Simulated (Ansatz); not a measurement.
# CO2 (Cmce) in Ansatz: a series of runs

Runs on CO2. Level: PBEsol. Tasks: relaxation of the atoms.

All numbers are computed with Ansatz 0.2.0; they aren't measurements. Logs are shortened: lines on timing, memory, paths and dates and some standing lists are left out, and cuts for length are marked.

## (1) The crystal as given

Symmetry: Cmce, No. 64, orthorhombic system. Conventional cell: a = 5.061 Å, b = 4.584 Å, c = 6.587 Å, α = 90.00°, β = 90.00°, γ = 90.00°. O (site symmetry m) has 1 C at 1.14 Å as nearest neighbours. C (site symmetry 2/m) is surrounded by 2 O at 1.14 Å.

The cell comes from a database or a generator and needn't be the stable form of this composition.

## (2) Relaxation of the atoms, PBEsol, 12.73 Å³/atom

File input.yaml:

```yaml
crystal:
  lattice:
    - [2.5304747808, -2.2918829952, 0.0]
    - [2.5304747808, 2.2918829952, 0.0]
    - [0.0, 0.0, 6.58717491]
  atoms:
    - { symbol: O, position: [0.30650857, 0.69349143, 0.60815661] }
    - { symbol: O, position: [0.69349143, 0.30650857, 0.39184339] }
    - { symbol: O, position: [0.19349143, 0.80650857, 0.10815661] }
    - { symbol: O, position: [0.80650857, 0.19349143, 0.89184339] }
    - { symbol: C, position: [0.5, 0.5, 0.5] }
    - { symbol: C, position: [0.0, 0.0, 0.0] }
hamiltonian:
  xc: pbesol
  pseudopotentials: { kind: paw }
kpoints:
  mp_grid: { grid: [7, 7, 4] }
scf:
  occupations: { method: fermi_dirac, width: 0.05 }
output:
  forces: true
  stress: true
  eigenvalues: true
relax:
  f_tol: 0.01
  max_steps: 40
```

Potentials or basis: Ansatz PAW.

Run with:

```sh
> ansatz run input.yaml --threads 2 --pin off --max-ram 5632MiB --backend cpu --events-out ev --progress --plain --runs-dir out
```

The log of the run:

```text
Warning: output.stress: scf.convergence.dr2_threshold = 1e-7 eV (the SCF's general default) is looser than the 6e-10 eV advised for a printed stress (1e-10 eV for each atom of the cell: 6). What an SCF threshold leaves in a stress goes as its square root, and in the free energy as the threshold itself, and one threshold admits the most on a small cell: of the crystals measured, under no hybrid functional and no lock of the moments, on runs that ended without the residual-converged pass, on stresses that held no estimate of that error, the worst erred by over 100 MPa in a component at 1e-7 eV an atom and by under 5 at 1e-10. Every solve of this run answers to scf.convergence.dr2_threshold, and the tensor of one is reported: a single SCF on the reported geometry and on this run's grids (its basis.xc_grid and basis.ecutrho_ratio typed), with scf.convergence.dr2_threshold at 6e-10 eV or tighter, prints it and tightens no other solve. Else set scf.convergence.dr2_threshold to 6e-10 eV or tighter. The threshold is an SCF's pass mark: one that does not reach it within its budget of iterations ends unconverged, or closes short of it on a stop that the run arms, and scf.convergence.dr2_threshold's page says what that costs each kind of run
Warning: RAYON_NUM_THREADS=2 ignored (pool sized by the plan → 2); use --threads N
Engine: ansatz 0.2.0, aarch64-unknown-linux-gnu
Pseudopotentials: kind: paw
Pseudopotential: O, paw, valence charge 6, recommended cutoff 420 eV (normal), O.paw.azcp
Pseudopotential: C, paw, valence charge 4, recommended cutoff 420 eV (normal), C.paw.azcp
Functional definition: PBEsol
  exchange = pbesol_x
  correlation = pbesol_c
Crystal: 6 atoms, lattice volume = 76.405 Å³
Basis set: ecut = 420 eV, 1533 PW (Γ), exchange–correlation on 48×48×90 points (8 copies of the dense FFT grid, shifted against one another)
Bands: 22, of which v1, the nominal top of the filled ones, is band 16 counted from 1 (15 counted from 0)
Symmetry: 8 space group operations
Space group: Cmce (ITA 64), of the structure as read, at distance tolerance 4.2e-5 Å
k-points: 48 of 196
Non-local potential: O, projectors of the file, l = 0: 2, l = 1: 2, l = 2: 1
Non-local potential: C, projectors of the file, l = 0: 2, l = 1: 2, l = 2: 1
PAW form: soft (Blöchl's): semilocal exchange-correlation on the pseudo side does not see the compensation charge
PAW frozen core: O, regenerated for the run's functional, and the local potential with it (the file was generated under x = pbe(κ = 0.804, μ = 0.2195149727645171), c = pbe(β = 0.06672455060314922))
PAW frozen core: C, regenerated for the run's functional, and the local potential with it (the file was generated under x = pbe(κ = 0.804, μ = 0.2195149727645171), c = pbe(β = 0.06672455060314922))
PAW one-centre angular grid: O, 110 points (default); XC on 64 Gauss nodes
PAW one-centre angular grid: C, 110 points (default); XC on 64 Gauss nodes
Initial density: superposition of atomic densities (neutral atoms: chi_scale 0, normalization atom), corrected by the library's trained network
Initial wavefunctions: pseudopotential atomic-orbital guess
Functional: x = pbesol(κ = 0.804, μ = 0.12345679012345678), c = pbesol(β = 0.046)
SCF iter   1: F=—  HF=-2734.199164 eV  |F-HF|=—  |Δ(HF+E_count)|=         —  Δρ=1.01e-2  dr2=5.46e-2  ethr=1.77e-3  ⟨swp⟩=6.1  Hψ=5219  notcnv=0
preconditioner: auto → none  [insulator: Δε(μ)=6.847 eV  Ē_g=16.612 eV  σ=0.050 eV  W_gap=1.00  n_scr=16 (ndim 8)  ℏωp=24.0 eV  f_vac=0.102  D(μ)=0.00/eV (n_scr^D=0)  ε∞_Penn≈3.1]
SCF iter   2: F=—  HF=-2734.192043 eV  |F-HF|=—  |Δ(HF+E_count)|=   7.12e-3  Δρ=4.96e-3  dr2=1.42e-2  ethr=1.71e-4  ⟨swp⟩=2.0  Hψ=2325  notcnv=0  defer=75
SCF iter   3: F=—  HF=-2734.188917 eV  |F-HF|=—  |Δ(HF+E_count)|=   3.13e-3  Δρ=1.12e-3  dr2=3.60e-4  ethr=4.43e-5  ⟨swp⟩=2.0  Hψ=1875  notcnv=0  defer=75
SCF iter   4: F=—  HF=-2734.189818 eV  |F-HF|=—  |Δ(HF+E_count)|=   9.02e-4  Δρ=3.60e-4  dr2=3.00e-5  ethr=1.12e-6  ⟨swp⟩=2.4  Hψ=1735  notcnv=0  defer=75
SCF iter   5: F=—  HF=-2734.189935 eV  |F-HF|=—  |Δ(HF+E_count)|=   1.16e-4  Δρ=3.72e-5  dr2=2.94e-7  ethr=7.81e-9  ⟨swp⟩=7.9  Hψ=5300  notcnv=0
SCF iter   6: F=-2734.189935 eV  HF=-2734.189935 eV  |F-HF|=6.76e-9  |Δ(HF+E_count)|=   6.72e-7  Δρ=5.60e-6  dr2=8.62e-9  ethr=9.20e-10  ⟨swp⟩=3.0  Hψ=3982  notcnv=0
SCF 1 converged in 6 iterations: F = -2734.189935 eV  dr2 = 8.62e-9
relax step   1: F+E_penalty+E_count = -2734.18993523 eV  Δ(F+E_penalty+E_count) = +0.000e0 eV  max|allowed force component| = 2.544e0 eV/Å  Δτ_max = 0.0000 Å  (6 SCF iters, dr2 threshold 2.50e-6 eV, accepted)
Initial density: handed on by an earlier stage of this run
Initial wavefunctions: those handed on with the density
iter 1 solved again at ethr=2.01e-4 eV; its pass at ethr=3.10e-3 eV (dr2=6.42e-2 eV) is discarded
SCF iter   1: F=—  HF=-2734.391459 eV  |F-HF|=—  |Δ(HF+E_count)|=         —  Δρ=1.08e-2  dr2=6.32e-2  ethr=2.01e-4  ⟨swp⟩=1.1  Hψ=4396  notcnv=0  defer=76
preconditioner: auto → none  [insulator: Δε(μ)=6.610 eV  Ē_g=16.116 eV  σ=0.050 eV  W_gap=1.00  n_scr=16 (ndim 8)  ℏωp=24.0 eV  f_vac=0.078  D(μ)=0.00/eV (n_scr^D=0)  ε∞_Penn≈3.2]
SCF iter   2: F=—  HF=-2734.366506 eV  |F-HF|=—  |Δ(HF+E_count)|=   2.50e-2  Δρ=2.65e-3  dr2=1.59e-3  ethr=1.98e-4  ⟨swp⟩=2.1  Hψ=1921  notcnv=0  defer=76
SCF iter   3: F=—  HF=-2734.366656 eV  |F-HF|=—  |Δ(HF+E_count)|=   1.49e-4  Δρ=9.72e-4  dr2=2.22e-4  ethr=4.96e-6  ⟨swp⟩=2.6  Hψ=1892  notcnv=0  defer=76
SCF iter   4: F=—  HF=-2734.366823 eV  |F-HF|=—  |Δ(HF+E_count)|=   1.68e-4  Δρ=7.28e-4  dr2=3.19e-4  ethr=6.94e-7  ⟨swp⟩=2.0  Hψ=1748  notcnv=0  defer=76
SCF iter   5: F=-2734.366744 eV  HF=-2734.366745 eV  |F-HF|=1.02e-6  |Δ(HF+E_count)|=   7.81e-5  Δρ=7.28e-5  dr2=2.12e-6  ethr=3.13e-7  ⟨swp⟩=9.5  Hψ=5783  notcnv=0
SCF 2 converged in 5 iterations: F = -2734.366744 eV  dr2 = 2.12e-6
relax step   2: F+E_penalty+E_count = -2734.36674422 eV  Δ(F+E_penalty+E_count) = -1.768e-1 eV  max|allowed force component| = 1.759e-1 eV/Å  Δτ_max = 0.0282 Å  (5 SCF iters, dr2 threshold 1.00e-4 eV, accepted)
SCF iter   1: F=—  HF=-2734.367842 eV  |F-HF|=—  |Δ(HF+E_count)|=         —  Δρ=8.08e-4  dr2=3.37e-4  ethr=1.36e-5  ⟨swp⟩=2.7  Hψ=2652  notcnv=0  defer=72
preconditioner: auto → none  [insulator: Δε(μ)=6.652 eV  Ē_g=16.093 eV  σ=0.050 eV  W_gap=1.00  n_scr=16 (ndim 8)  ℏωp=24.0 eV  f_vac=0.074  D(μ)=0.00/eV (n_scr^D=0)  ε∞_Penn≈3.2]
SCF iter   2: F=—  HF=-2734.367719 eV  |F-HF|=—  |Δ(HF+E_count)|=   1.23e-4  Δρ=2.16e-4  dr2=8.93e-6  ethr=1.05e-6  ⟨swp⟩=2.6  Hψ=2104  notcnv=0  defer=73
SCF iter   3: F=-2734.367722 eV  HF=-2734.367721 eV  |F-HF|=6.80e-7  |Δ(HF+E_count)|=   2.55e-6  Δρ=7.96e-5  dr2=1.14e-6  ethr=6.04e-9  ⟨swp⟩=9.1  Hψ=5327  notcnv=0
SCF 3 converged in 3 iterations: F = -2734.367722 eV  dr2 = 1.14e-6
relax step   3: F+E_penalty+E_count = -2734.36772215 eV  Δ(F+E_penalty+E_count) = -9.779e-4 eV  max|allowed force component| = 1.230e-2 eV/Å  Δτ_max = 0.0023 Å  (3 SCF iters, dr2 threshold 1.93e-6 eV, accepted)
SCF iter   1: F=—  HF=-2734.367726 eV  |F-HF|=—  |Δ(HF+E_count)|=         —  Δρ=1.25e-4  dr2=4.10e-6  ethr=9.66e-8  ⟨swp⟩=2.7  Hψ=2691  notcnv=0
preconditioner: auto → none  [insulator: Δε(μ)=6.654 eV  Ē_g=16.091 eV  σ=0.050 eV  W_gap=1.00  n_scr=16 (ndim 8)  ℏωp=24.0 eV  f_vac=0.073  D(μ)=0.00/eV (n_scr^D=0)  ε∞_Penn≈3.2]
SCF iter   2: F=—  HF=-2734.367727 eV  |F-HF|=—  |Δ(HF+E_count)|=   1.60e-6  Δρ=5.42e-5  dr2=5.04e-7  ethr=1.28e-8  ⟨swp⟩=2.4  Hψ=2253  notcnv=0
SCF iter   3: F=—  HF=-2734.367728 eV  |F-HF|=—  |Δ(HF+E_count)|=   3.84e-7  Δρ=2.34e-5  dr2=2.41e-7  ethr=3.13e-10  ⟨swp⟩=7.2  Hψ=4625  notcnv=0
SCF iter   4: F=-2734.367728 eV  HF=-2734.367728 eV  |F-HF|=9.85e-9  |Δ(HF+E_count)|=   1.85e-8  Δρ=6.96e-6  dr2=1.97e-8  ethr=3.13e-10  ⟨swp⟩=3.6  Hψ=4358  notcnv=0
SCF 4 converged in 4 iterations: F = -2734.367728 eV  dr2 = 1.97e-8
relax step   4: F+E_penalty+E_count = -2734.36772759 eV  Δ(F+E_penalty+E_count) = -5.436e-6 eV  max|allowed force component| = 6.494e-4 eV/Å  Δτ_max = 0.0002 Å  (4 SCF iters, accepted)
SCF converged after 4 iterations
Free energy (F): -2734.367728 eV
Harris-Foulkes:  -2734.367728 eV  (|F-HF|=9.85e-9)
Internal energy: -2734.367728 eV  (E = F + TS)
E sigma→0 (E₀):  -2734.367728 eV
Fermi energy:    2.522927 eV
--- Per-component energies (eV) ---
  E_band       = -264.974698
  E_kinetic    = 869.913547
  E_local      = -2200.492236  (includes V_loc(G=0)·N_el)
  E_nonlocal   = 251.895860
  E_hartree    = 725.996146
  E_xc         = -377.838334
  E_vxc        = -480.116115  (∫ρ·V_xc dr)
  E_paw        = -801.459507  (= ΣΔE_a)
  E_vpaw       = -158.180848  (= ΣTr[D̂ρ^β])
  E_aug_tail   = 0.009811  (compensation charges beyond the density's cutoff)
  E_ewald      = -1202.576366
  E_core_change = 0.183353  (= ΣΔE_core)
  E_smearing   = -0.000000  (= −TS)
  E_closure    = 0.000000  (closes the sum)
  Σ components = -2734.367728   (vs F -2734.367728, Δ=0.00e0)
--- Forces (eV/Å), atoms counted from 1 ---
  atom   1  O      0.00000000     0.00064942     0.00040847
  atom   2  O      0.00000000    -0.00064942    -0.00040847
  atom   3  O      0.00000000    -0.00064942     0.00040847
  atom   4  O      0.00000000     0.00064942    -0.00040847
  atom   5  C      0.00000000     0.00000000     0.00000000
  atom   6  C      0.00000000    -0.00000000     0.00000000
  max |Σ_I F_I| component: 2.17e-19 eV/Å
--- Stress (GPa, compression-positive) ---
        2.356236       0.000000       0.000000
        0.000000       2.232244       0.000000
        0.000000       0.000000       1.839848
  P = ⅓ Tr σ = 2.1428 GPa (21.428 kbar)
--- Band table (eV; the first three rows and the last of 48) ---
  k-point 0: bands = ["-21.6824", "-21.4726", "-20.4315", "-20.3131", "-6.2089", "-6.1158", "-6.0599", "-4.9466", "-4.3424", "-4.3113", "-4.3085", "-4.1939", "-1.9020", "-1.8672", "-1.5376", "-1.5091", "5.8078", "6.0886", "6.6606", "6.8018", "7.8670", "8.6776"]
  k-point 1: bands = ["-21.6547", "-21.5070", "-20.4104", "-20.3273", "-6.3075", "-6.2651", "-5.6867", "-4.9225", "-4.4796", "-4.3669", "-4.2930", "-4.2121", "-1.8444", "-1.8093", "-1.5705", "-1.5673", "6.0795", "6.1884", "6.6916", "6.8721", "7.6436", "8.0837"]
  k-point 2: bands = ["-21.5841", "-21.5841", "-20.3655", "-20.3655", "-6.3425", "-6.3425", "-5.1960", "-5.1960", "-4.4964", "-4.4964", "-4.2538", "-4.2538", "-1.7066", "-1.7066", "-1.6786", "-1.6786", "6.4344", "6.4344", "6.8434", "6.8434", "7.3681", "7.3681"]
  k-point 47: bands = ["-21.2765", "-21.2765", "-20.4777", "-20.4777", "-6.5718", "-6.5718", "-5.8172", "-5.8172", "-5.2492", "-5.2492", "-4.7919", "-4.7919", "-1.5507", "-1.5507", "-1.2025", "-1.2025", "7.4631", "7.4631", "8.0614", "8.0614", "10.4374", "10.4374"]
--- Relaxed structure (4 steps of the walk, 4 accepted, 0 SCFs on fresh bases) ---
  F+E_penalty+E_count = -2734.36772759 eV   max|allowed force component| = 6.494e-4 eV/Å
  atoms:
    - { symbol: O, position: [0.3004093931705851, 0.6995906068294149, 0.6096867673686266] }
    - { symbol: O, position: [0.6995906068294149, 0.3004093931705851, 0.39031323263137346] }
    - { symbol: O, position: [0.19959060682941487, 0.8004093931705851, 0.10968676736862652] }
    - { symbol: O, position: [0.8004093931705851, 0.19959060682941487, 0.8903132326313735] }
    - { symbol: C, position: [0.5, 0.5, 0.5] }
    - { symbol: C, position: [1.576872488337029e-20, -1.57687248833703e-20, -9.356022735456944e-34] }
```

It took 8.4 s on 2 threads of Arm Neoverse V2, shared host; peak memory 0.36 GiB.

What came out:

* Free energy: -2734.3677 eV
* Energy gained by relaxing: 29.6 meV/atom
* Ionic steps: 4
* Pressure after relaxing: 2.1 GPa
* Band gap on the k mesh: 6.65 eV, indirect (least direct gap 7.32 eV)

Caveat: odd divisions of the mesh miss points on the zone boundary, where band edges often lie, so the gap on the mesh can be too wide; the pressure holds a Pulay correction of +0.9 GPa for the finite cutoff; the PAW data sets come from PBE, with cores solved anew for the run's functional, which leaves a small shift of forces and pressure; the thresholds are loose for stress.

## (3) Relaxation of the atoms, PBEsol, 13.27 Å³/atom

Changes to input.yaml since step 2:

```diff
@@ -2,4 +2,4 @@
   lattice:
-    - [2.5304747808, -2.2918829952, 0.0]
-    - [2.5304747808, 2.2918829952, 0.0]
+    - [2.5831930054, -2.3396305576, 0.0]
+    - [2.5831930054, 2.3396305576, 0.0]
     - [0.0, 0.0, 6.58717491]
```

Potentials or basis: Ansatz PAW.

Run with:

```sh
> ansatz run input.yaml --threads 2 --pin off --max-ram 5632MiB --backend cpu --events-out ev --progress --plain --runs-dir out
```

Run time: 8.5 s. Hardware: 2 threads of Arm Neoverse V2, shared host; peak memory 0.36 GiB.

Results (log left out):

| Property | Result |
| --- | --- |
| Free energy | -2734.4071 eV |
| Energy gained by relaxing | 7.1 meV/atom |
| Ionic steps | 4 |
| Pressure after relaxing | 1.6 GPa |
| Largest force after relaxing | 0.006 eV/Å |
| Band gap on the k mesh | 6.61 eV, indirect (least direct gap 7.23 eV) |

Caveat: odd divisions of the mesh miss points on the zone boundary, where band edges often lie, so the gap on the mesh can be too wide; the pressure holds a Pulay correction of +0.8 GPa for the finite cutoff; the PAW data sets come from PBE, with cores solved anew for the run's functional, which leaves a small shift of forces and pressure; the thresholds are loose for stress.
